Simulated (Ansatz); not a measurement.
Geometry optimisation in Ansatz: input, command and trajectory.

```yaml
crystal:
  lattice:
    - [15.0144863124, 0.0, 0.0]
    - [0.0, 3.7536215781, 0.0]
    - [0.0, 0.0, 19.9626338157]
  atoms:
    - { symbol: K, position: [0.0, 0.0, 0.0751403855] }
    - { symbol: K, position: [0.125, 0.5, 0.2080993575] }
    - { symbol: F, position: [0.0, 0.0, 0.2080993575] }
    - { symbol: F, position: [0.125, 0.5, 0.0751403855] }
    - { symbol: K, position: [0.25, 1.0, 0.0751403855] }
    - { symbol: K, position: [0.375, 0.5, 0.2080993575] }
    - { symbol: F, position: [0.25, 1.0, 0.2080993575] }
    - { symbol: F, position: [0.375, 0.5, 0.0751403855] }
    - { symbol: K, position: [0.5, 1.0, 0.0751403855] }
    - { symbol: K, position: [0.625, 0.5, 0.2080993575] }
    - { symbol: F, position: [0.5, 1.0, 0.2080993575] }
    - { symbol: F, position: [0.625, 0.5, 0.0751403855] }
    - { symbol: K, position: [0.75, 0.0, 0.0751403855] }
    - { symbol: K, position: [0.875, 0.5, 0.2080993575] }
    - { symbol: F, position: [0.75, 0.0, 0.2080993575] }
    - { symbol: F, position: [0.875, 0.5, 0.0751403855] }
    - { symbol: K, position: [0.0, 0.0, 0.3410583296] }
    - { symbol: F, position: [0.125, 0.5, 0.3410583296] }
    - { symbol: K, position: [0.25, 1.0, 0.3410583296] }
    - { symbol: F, position: [0.375, 0.5, 0.3410583296] }
    - { symbol: K, position: [0.5, 1.0, 0.3410583296] }
    - { symbol: F, position: [0.625, 0.5, 0.3410583296] }
    - { symbol: K, position: [0.75, 0.0, 0.3410583296] }
    - { symbol: F, position: [0.875, 0.5, 0.3410583296] }
basis:
  ecutwfc: 420
kpoints:
  mp_grid: { grid: [2, 6, 1] }
hamiltonian:
  xc: pbesol
scf:
  occupations: { method: gaussian, width: 0.05 }
output:
  forces: true
  eigenvalues: true
  populations: true
relax:
  adjacent_minimum: "off"
  f_tol: 0.02
  max_steps: 45
  constraints: [{ sites: [0, 3, 4, 7, 8, 11, 12, 15] }]
efield:
  axis: 3
  dipole_correction: true
  ramp_width: 0.04
```

```bash
ansatz run input.yaml --threads 4 --pin off --max-ram 9216MiB --backend cpu --events-out ev --progress --plain --runs-dir out
```

The calculation used DFT PBEsol, scalar-relativistic, plane waves, PAW (Ansatz).

Of 4 frames 4 are shown, positions in Å and forces in eV/Å; the SCF threshold varies from step to step.

```xyz
24
Lattice="15.0145 0.0000 0.0000 0.0000 3.7536 0.0000 0.0000 0.0000 19.9626" Properties=species:S:1:pos:R:3:forces:R:3 pbc="T T T" step=1 free_energy_over_end_meV_per_atom=0.34
K     0.0000    0.0000    1.5000    0.0000    0.0000   -0.0140
K     1.8768    1.8768    4.1542    0.0000    0.0000    0.0000
F     0.0000    0.0000    4.1542    0.0000    0.0000    0.0000
F     1.8768    1.8768    1.5000    0.0000    0.0000    0.0730
K     3.7536    3.7536    1.5000    0.0000    0.0000   -0.0140
K     5.6304    1.8768    4.1542    0.0000    0.0000    0.0000
F     3.7536    3.7536    4.1542    0.0000    0.0000    0.0000
F     5.6304    1.8768    1.5000    0.0000    0.0000    0.0730
K     7.5072    3.7536    1.5000    0.0000    0.0000   -0.0140
K     9.3841    1.8768    4.1542    0.0000    0.0000    0.0000
F     7.5072    3.7536    4.1542    0.0000    0.0000    0.0000
F     9.3841    1.8768    1.5000    0.0000    0.0000    0.0730
K    11.2609    0.0000    1.5000    0.0000    0.0000   -0.0140
K    13.1377    1.8768    4.1542    0.0000    0.0000    0.0000
F    11.2609    0.0000    4.1542    0.0000    0.0000    0.0000
F    13.1377    1.8768    1.5000    0.0000    0.0000    0.0730
K     0.0000    0.0000    6.8084    0.0000    0.0000    0.0140
F     1.8768    1.8768    6.8084    0.0000    0.0000   -0.0730
K     3.7536    3.7536    6.8084    0.0000    0.0000    0.0140
F     5.6304    1.8768    6.8084    0.0000    0.0000   -0.0730
K     7.5072    3.7536    6.8084    0.0000    0.0000    0.0140
F     9.3841    1.8768    6.8084    0.0000    0.0000   -0.0730
K    11.2609    0.0000    6.8084    0.0000    0.0000    0.0140
F    13.1377    1.8768    6.8084    0.0000    0.0000   -0.0730
24
Lattice="15.0145 0.0000 0.0000 0.0000 3.7536 0.0000 0.0000 0.0000 19.9626" Properties=species:S:1:pos:R:3:forces:R:3 pbc="T T T" step=2 free_energy_over_end_meV_per_atom=0.28
K     0.0000    0.0000    1.5000    0.0000    0.0000   -0.0280
K     1.8768    1.8768    4.1210    0.0000    0.0000    0.0220
F     0.0000    0.0000    4.1413    0.0000    0.0000   -0.0100
F     1.8768    1.8768    1.5000    0.0000    0.0000    0.0290
K     3.7536    3.7536    1.5000    0.0000    0.0000   -0.0280
K     5.6304    1.8768    4.1210    0.0000    0.0000    0.0220
F     3.7536    3.7536    4.1413    0.0000    0.0000   -0.0100
F     5.6304    1.8768    1.5000    0.0000    0.0000    0.0290
K     7.5072    3.7536    1.5000    0.0000    0.0000   -0.0280
K     9.3841    1.8768    4.1210    0.0000    0.0000    0.0220
F     7.5072    3.7536    4.1413    0.0000    0.0000   -0.0100
F     9.3841    1.8768    1.5000    0.0000    0.0000    0.0290
K    11.2609    0.0000    1.5000    0.0000    0.0000   -0.0280
K    13.1377    1.8768    4.1210    0.0000    0.0000    0.0220
F    11.2609    0.0000    4.1413    0.0000    0.0000   -0.0100
F    13.1377    1.8768    1.5000    0.0000    0.0000    0.0290
K     0.0000    0.0000    6.7891    0.0000    0.0000   -0.0890
F     1.8768    1.8768    6.7306    0.0000    0.0000    0.0760
K     3.7536    3.7536    6.7891    0.0000    0.0000   -0.0890
F     5.6304    1.8768    6.7306    0.0000    0.0000    0.0760
K     7.5072    3.7536    6.7891    0.0000    0.0000   -0.0890
F     9.3841    1.8768    6.7306    0.0000    0.0000    0.0760
K    11.2609    0.0000    6.7891    0.0000    0.0000   -0.0890
F    13.1377    1.8768    6.7306    0.0000    0.0000    0.0760
24
Lattice="15.0145 0.0000 0.0000 0.0000 3.7536 0.0000 0.0000 0.0000 19.9626" Properties=species:S:1:pos:R:3:forces:R:3 pbc="T T T" step=3 free_energy_over_end_meV_per_atom=0.00
K     0.0000    0.0000    1.5000    0.0000    0.0000   -0.0380
K     1.8768    1.8768    4.1282    0.0000    0.0000   -0.0020
F     0.0000    0.0000    4.1344    0.0000    0.0000   -0.0030
F     1.8768    1.8768    1.5000    0.0000    0.0000    0.0430
K     3.7536    3.7536    1.5000    0.0000    0.0000   -0.0380
K     5.6304    1.8768    4.1282    0.0000    0.0000   -0.0020
F     3.7536    3.7536    4.1344    0.0000    0.0000   -0.0030
F     5.6304    1.8768    1.5000    0.0000    0.0000    0.0430
K     7.5072    3.7536    1.5000    0.0000    0.0000   -0.0380
K     9.3841    1.8768    4.1282    0.0000    0.0000   -0.0020
F     7.5072    3.7536    4.1344    0.0000    0.0000   -0.0030
F     9.3841    1.8768    1.5000    0.0000    0.0000    0.0430
K    11.2609    0.0000    1.5000    0.0000    0.0000   -0.0380
K    13.1377    1.8768    4.1282    0.0000    0.0000   -0.0020
F    11.2609    0.0000    4.1344    0.0000    0.0000   -0.0030
F    13.1377    1.8768    1.5000    0.0000    0.0000    0.0430
K     0.0000    0.0000    6.7680    0.0000    0.0000   -0.0020
F     1.8768    1.8768    6.7463    0.0000    0.0000    0.0020
K     3.7536    3.7536    6.7680    0.0000    0.0000   -0.0020
F     5.6304    1.8768    6.7463    0.0000    0.0000    0.0020
K     7.5072    3.7536    6.7680    0.0000    0.0000   -0.0020
F     9.3841    1.8768    6.7463    0.0000    0.0000    0.0020
K    11.2609    0.0000    6.7680    0.0000    0.0000   -0.0020
F    13.1377    1.8768    6.7463    0.0000    0.0000    0.0020
24
Lattice="15.0145 0.0000 0.0000 0.0000 3.7536 0.0000 0.0000 0.0000 19.9626" Properties=species:S:1:pos:R:3:forces:R:3 pbc="T T T" step=4 free_energy_over_end_meV_per_atom=0.00
K     0.0000    0.0000    1.5000    0.0000    0.0000   -0.0380
K     1.8768    1.8768    4.1282    0.0000    0.0000   -0.0020
F     0.0000    0.0000    4.1344    0.0000    0.0000   -0.0030
F     1.8768    1.8768    1.5000    0.0000    0.0000    0.0430
K     3.7536    3.7536    1.5000    0.0000    0.0000   -0.0380
K     5.6304    1.8768    4.1282    0.0000    0.0000   -0.0020
F     3.7536    3.7536    4.1344    0.0000    0.0000   -0.0030
F     5.6304    1.8768    1.5000    0.0000    0.0000    0.0430
K     7.5072    3.7536    1.5000    0.0000    0.0000   -0.0380
K     9.3841    1.8768    4.1282    0.0000    0.0000   -0.0020
F     7.5072    3.7536    4.1344    0.0000    0.0000   -0.0030
F     9.3841    1.8768    1.5000    0.0000    0.0000    0.0430
K    11.2609    0.0000    1.5000    0.0000    0.0000   -0.0380
K    13.1377    1.8768    4.1282    0.0000    0.0000   -0.0020
F    11.2609    0.0000    4.1344    0.0000    0.0000   -0.0030
F    13.1377    1.8768    1.5000    0.0000    0.0000    0.0430
K     0.0000    0.0000    6.7680    0.0000    0.0000   -0.0010
F     1.8768    1.8768    6.7463    0.0000    0.0000    0.0020
K     3.7536    3.7536    6.7680    0.0000    0.0000   -0.0010
F     5.6304    1.8768    6.7463    0.0000    0.0000    0.0020
K     7.5072    3.7536    6.7680    0.0000    0.0000   -0.0010
F     9.3841    1.8768    6.7463    0.0000    0.0000    0.0020
K    11.2609    0.0000    6.7680    0.0000    0.0000   -0.0010
F    13.1377    1.8768    6.7463    0.0000    0.0000    0.0020
```

The run took 98 s on 4 threads of Arm Neoverse V2 (shared host), peak memory 2.8 GiB.